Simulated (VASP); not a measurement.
Crystal: RuS2.

```
Ru S
1.0
     3.52118    0.00000    0.00000
    -1.76059    3.04943    0.00000
     0.00000    0.00000    5.68039
Ru S
1 2
Direct
  0.00000 0.00000 0.00000
  0.33333 0.66667 0.25200
  0.66667 0.33333 0.74800
```

The cell comes from a database or a generator and needn't be the stable form of this composition.

Program: VASP 6.6.1. Alike in all runs: task single point; potentials or basis VASP PAW PBE potentials, release 64 (Ru_pv, S); cell as given; k mesh 6 × 6 × 4; cutoff (eV) 520; smearing gaussian 0.05 eV.

Problem. Order these runs on this cell by their pressure, lowest first.
A. level r2SCAN+U; spin collinear, random start; U Ru d U = 4 eV
B. level r2SCAN; spin off
C. level r2SCAN; spin collinear, ferromagnetic start; fixed moment (μB) 2

Solution. B (-14.7 GPa), C (-11.9 GPa), A (-6.2 GPa).

Caveats: the PAW data sets were made with another functional, which shifts forces and pressure a little; the total moment is fixed, so each spin has its own Fermi level (some runs).
